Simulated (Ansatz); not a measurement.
# NaH under changes of volume

One of the cells (14.527 Å³/atom); the others are scaled copies at fixed shape and fractional positions:

```
Na H
1.0
     0.00000    2.44000    2.44000
     2.44000    0.00000    2.44000
     2.44000    2.44000    0.00000
Na H
1 1
Cartesian
  0.0000 0.0000 0.0000
  2.4400 2.4400 2.4400
```

| Property | Result |
| --- | --- |
| Program | Ansatz 0.2.0 |
| Functional | LDA |
| Potentials or basis | Ansatz PAW |
| Cutoff | 420 eV (not typed: the program's choice for these potentials) |
| k mesh | 9 × 9 × 9 |
| Occupations | fermi-dirac, width 0.05 eV |
| Spin | no spin polarisation |

```csv
volume (Å³/atom),energy over the lowest point (meV/atom),pressure (GPa),gap on the mesh (eV)
13.655,0.00,-1.4,3.78
13.946,2.97,-1.9,3.74
14.236,6.70,-2.3,3.70
14.527,11.12,-2.6,3.67
14.817,16.15,-2.9,3.64
15.108,21.74,-3.2,3.60
15.398,?,?,?
```

Question: What does the run at 15.398 Å³/atom give?

Answer: Energy over the lowest point 27.83 meV/atom; pressure -3.5 GPa; gap on the mesh 3.57 eV.

Worked out: A Birch-Murnaghan fit of order 3 (a polynomial in V^(-2/3)) to the other rows has no minimum within the range. It gives 27.80 meV/atom at 15.398 Å³/atom, against the run's 27.83, and -dE/dV = -3.5 GPa, against -3.5. A straight line through the other rows of the gap, of slope -1.74 eV per unit of ln V, extrapolates to 3.57 eV, against the run's 3.57.

Energies are extrapolated to zero smearing.

Caveats: odd divisions of the mesh miss points on the zone boundary, where band edges often lie, so the gap on the mesh can be too wide; the PAW data sets come from PBE, with cores solved anew for the run's functional, which leaves a small shift of forces and pressure.

A mesh can miss the band edges.
